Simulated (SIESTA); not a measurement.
**ZrS under changes of volume**

One of the cells (18.088 Å³/atom); the others are scaled copies at fixed shape and fractional positions:

```xyz
2
Lattice="0.0000 2.6250 2.6250 2.6250 0.0000 2.6250 2.6250 2.6250 0.0000" Properties=species:S:1:pos:R:3 pbc="T T T"
Zr    0.0000    0.0000    0.0000
S     2.6250    2.6250    2.6250
```

* Program: SIESTA 5.4.2
* Functional: PBEsol
* Potentials or basis: PseudoDojo 0.4 standard (PBEsol files)
* Basis: DZP (energy shift 0.003 Ry; two zetas on semicore shells)
* Grid cutoff: 800 Ry
* Energy shift: 0.003 Ry
* k mesh: 9 × 9 × 9
* Occupations: fermi-dirac, width 0.05 eV
* Spin: no spin polarisation

| volume (Å³/atom) | energy over the lowest point (meV/atom) | pressure (GPa) |
| --- | --- | --- |
| 17.003 | 6.41 | 4.6 |
| 17.364 | 0.00 | 1.3 |
| 17.726 | 0.64 | -1.7 |
| 18.088 | ? | ? |
| 18.450 | 20.32 | -6.8 |
| 18.811 | 38.11 | -8.9 |
| 19.173 | 60.42 | -10.8 |

**Question.** What does the run at 18.088 Å³/atom give?

**Answer.** Energy over the lowest point 7.64 meV/atom; pressure -4.3 GPa.

Worked out: A Birch-Murnaghan fit of order 3 (a polynomial in V^(-2/3)) to the other rows has its minimum at 17.51 Å³/atom with B0 = V·E''(V) = 145 GPa and B' = 4.4. It gives 7.65 meV/atom at 18.088 Å³/atom, against the run's 7.64, and -dE/dV = -4.4 GPa, against -4.3.

Energies are extrapolated to zero smearing.

Caveats: the basis of atomic orbitals isn't converged, which shifts pressures, moduli and gaps.
